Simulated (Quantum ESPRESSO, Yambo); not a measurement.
Planning a run of Yambo 5.3.0 on BAs (F-43m). The input:

```
HF_and_locXC
gw0
dyson
ppa
em1d
rim_cut
RandQpts= 1000000
RandGvec= 1 RL
EXXRLvcs= 100 Ry
VXCRLvcs= 400 Ry
Chimod= "HARTREE"
% BndsRnXp
 1 | 126 |
%
NGsBlkXp= 15.5 Ry
% LongDrXp
 1 | 1 | 1 |
%
% GbndRnge
 1 | 126 |
%
DysSolver= "n"
ExtendOut
PPAPntXp= 27.21138 eV
% QPkrange
 1 | 8 | 10 | 17 |
%
GfnQPdb= "E < ./gw1/ndb.QP"
XfnQPdb= "E < ./gw1/ndb.QP"
```

```sh
OMP_NUM_THREADS=1 mpirun -n 4 yambo -F gw4.in -J gw4 -C gw4 > gw4.log
```

The stored states that it reads are on a 4×4×4 mesh. Symmetry: F-43m, No. 216, cubic system. The conventional cell has a = 4.777 Å, b = 4.777 Å, c = 4.777 Å, α = 90.00°, β = 90.00°, γ = 90.00°. Nearest to B lie 4 As at 2.07 Å. Nearest to As lie 4 B at 2.07 Å. Farther neighbours are not listed.

Question: Estimate wall time and host memory on 4 MPI ranks of Arm Neoverse V1, shared host.

It took 5.6 min; on shared hardware allow 2.8 min to 11 min. Peak host memory was 1.5 GiB.

The screening grows as filled bands × empty bands × pairs of k points, times the square of the screening basis for the matrix.

[Paths, hosts, dates, memory and timing lines, banners, echoed tables and standing remarks are left out of the program output.]

[Logs are printed without paths, hosts, clocks, repeated set-up lines and the standing remarks that a program may print on its own settings, such as how far it seeks lower states.]

[Runs of the session that timed out or met a known fault of the program may be left out.]

[Hosts, paths, dates, database ids (printed as entryN), source tags and the programs' standing remarks are cut or masked in the printed files.]
